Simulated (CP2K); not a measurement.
Set up this calculation in CP2K 2026.2, as the native input.

* Task: band structure
* Functional: PBE
* Potentials or basis: POTENTIAL_UZH Sn GTH-PBE-q4, O GTH-PBE-q6; TZVP-MOLOPT-PBE-GTH basis
* Density cutoff: 8163 eV
* k mesh: 7 × 7 × 6
* Occupations: fermi-dirac, width 0.05 eV
* Spin: no spin polarisation
* SCF solver: diagonalisation with k points
* Quickstep method: GPW
* EPS_DEFAULT: 1.0E-9
* EPS_SCF: 1.0E-6
* MAX_SCF: 100
* SCF_GUESS: ATOMIC
* k points reduced by the point group: yes
* Mesh centred on Gamma: yes
* CHOLESKY: OFF
* EPS_EIGVAL: 1.0E-7
* MIXING METHOD: BROYDEN_MIXING
* MIXING ALPHA: 0.4
* NBUFFER: 8
* NGRIDS: 5
* Basis sets: Sn TZVP-MOLOPT-PBE-GTH-q4, O TZVP-MOLOPT-PBE-GTH-q6
* Potentials: Sn GTH-PBE-q4 of POTENTIAL_UZH, O GTH-PBE-q6 of POTENTIAL_UZH
* ADDED_MOS: [14]
* Points a segment of the path (NPOINTS): 6
* Bands added on the path: 2
* REL_CUTOFF (Ry): 60 Ry
* MIXING BETA (1/bohr): 1.5 1/bohr
* CUTOFF of the grids: 600 Ry

SnO:

```xyz
4
Lattice="3.8137 0.0000 0.0000 0.0000 3.8137 0.0000 0.0000 0.0000 5.0824" Properties=species:S:1:pos:R:3 pbc="T T T"
Sn    1.9068    0.0000    3.8861
Sn    0.0000    1.9068    1.1963
O     0.0000    0.0000    0.0000
O     1.9068    1.9068    0.0000
```

The cell is a database's computed one.

The cell isn't the ideal one: strain_c = 0.04.

The input as run:

sno_bands.inp

```
&GLOBAL
  PROJECT sno_bands
  RUN_TYPE ENERGY_FORCE
  PRINT_LEVEL LOW
&END GLOBAL
&FORCE_EVAL
  METHOD QS
  STRESS_TENSOR ANALYTICAL
  &DFT
    BASIS_SET_FILE_NAME BASIS_MOLOPT_UZH
    POTENTIAL_FILE_NAME POTENTIAL_UZH
    &MGRID
      CUTOFF 600
      REL_CUTOFF 60
      NGRIDS 5
    &END MGRID
    &QS
      METHOD GPW
      EPS_DEFAULT 1.0E-9
    &END QS
    &KPOINTS
      SCHEME MONKHORST-PACK 7 7 6
      GAMMA_CENTERED T
      SYMMETRY T
      SYMMETRY_BACKEND SPGLIB
    &END KPOINTS
    &SCF
      SCF_GUESS ATOMIC
      EPS_SCF 1.0E-6
      MAX_SCF 100
      ADDED_MOS 14
      CHOLESKY OFF
      EPS_EIGVAL 1.0E-7
      &DIAGONALIZATION ON
        ALGORITHM STANDARD
      &END DIAGONALIZATION
      &MIXING ON
        METHOD BROYDEN_MIXING
        ALPHA 0.4
        BETA 1.5
        NBUFFER 8
      &END MIXING
      &SMEAR ON
        METHOD FERMI_DIRAC
        ELECTRONIC_TEMPERATURE [K] 580.226
      &END SMEAR
    &END SCF
    &XC
      &XC_FUNCTIONAL
        &GGA_X_PBE
        &END GGA_X_PBE
        &GGA_C_PBE
        &END GGA_C_PBE
      &END XC_FUNCTIONAL
    &END XC
    &PRINT
      &KPOINTS ON
      &END KPOINTS
      &MULLIKEN ON
      &END MULLIKEN
      &MO ON
        ENERGIES T
        OCCUPATION_NUMBERS T
        &EACH
          QS_SCF 0
        &END EACH
        ADD_LAST NUMERIC
      &END MO
      &BAND_STRUCTURE
        FILE_NAME bands.bs
        ADDED_MOS 2
        &KPOINT_SET
          UNITS B_VECTOR
          NPOINTS 6
          SPECIAL_POINT GAMMA 0.00000000 0.00000000 0.00000000
          SPECIAL_POINT X 0.00000000 0.50000000 0.00000000
          SPECIAL_POINT M 0.50000000 0.50000000 0.00000000
          SPECIAL_POINT GAMMA 0.00000000 0.00000000 0.00000000
          SPECIAL_POINT Z 0.00000000 0.00000000 0.50000000
          SPECIAL_POINT R 0.00000000 0.50000000 0.50000000
          SPECIAL_POINT A 0.50000000 0.50000000 0.50000000
          SPECIAL_POINT Z 0.00000000 0.00000000 0.50000000
        &END KPOINT_SET
        &KPOINT_SET
          UNITS B_VECTOR
          NPOINTS 6
          SPECIAL_POINT X 0.00000000 0.50000000 0.00000000
          SPECIAL_POINT R 0.00000000 0.50000000 0.50000000
        &END KPOINT_SET
        &KPOINT_SET
          UNITS B_VECTOR
          NPOINTS 6
          SPECIAL_POINT M 0.50000000 0.50000000 0.00000000
          SPECIAL_POINT A 0.50000000 0.50000000 0.50000000
        &END KPOINT_SET
      &END BAND_STRUCTURE
    &END PRINT
  &END DFT
  &SUBSYS
    &CELL
      ABC 3.8136952200 3.8136952200 5.0823898320
      ALPHA_BETA_GAMMA 90.0000000000 90.0000000000 90.0000000000
      PERIODIC XYZ
    &END CELL
    &COORD
      SCALED
      Sn  0.5000000000 0.0000000000 0.7646261400
      Sn  0.0000000000 0.5000000000 0.2353738600
      O   0.0000000000 0.0000000000 0.0000000000
      O   0.5000000000 0.5000000000 0.0000000000
    &END COORD
    &KIND Sn
      BASIS_SET TZVP-MOLOPT-PBE-GTH-q4
      POTENTIAL GTH-PBE-q4
    &END KIND
    &KIND O
      BASIS_SET TZVP-MOLOPT-PBE-GTH-q6
      POTENTIAL GTH-PBE-q6
    &END KIND
    &PRINT
      &ATOMIC_COORDINATES ON
      &END ATOMIC_COORDINATES
      &CELL ON
      &END CELL
      &SYMMETRY ON
      &END SYMMETRY
    &END PRINT
  &END SUBSYS
  &PRINT
    &FORCES ON
    &END FORCES
    &STRESS_TENSOR ON
    &END STRESS_TENSOR
  &END PRINT
&END FORCE_EVAL
```

Potentials or basis: POTENTIAL_UZH Sn GTH-PBE-q4, O GTH-PBE-q6; TZVP-MOLOPT-PBE-GTH basis.

Command:

```bash
$ OMP_NUM_THREADS=1 cp2k.psmp -i sno_bands.inp -o sno_bands.out
```

It gave:

| Quantity | Value |
| --- | --- |
| Pressure | 3.3 GPa |
| Largest force | 0.068 eV/Å |
| Band gap on the k mesh | 0.34 eV, indirect (least direct gap 1.99 eV) |
| Band gap along the path | 0.12 eV, indirect (least direct gap 1.99 eV) |
| Mulliken charges | Sn +1.18; O -1.18 e |

Caveat: Mulliken charges move with the basis; spin-orbit coupling is left out, which moves the levels of the heavy elements; the mesh misses the band edges, which the band path finds closer together; the basis of atomic orbitals isn't converged, which shifts pressures, moduli and gaps.

It took 18 s on 1 thread of Arm Neoverse V2, on a shared host, peak memory 0.37 GiB.
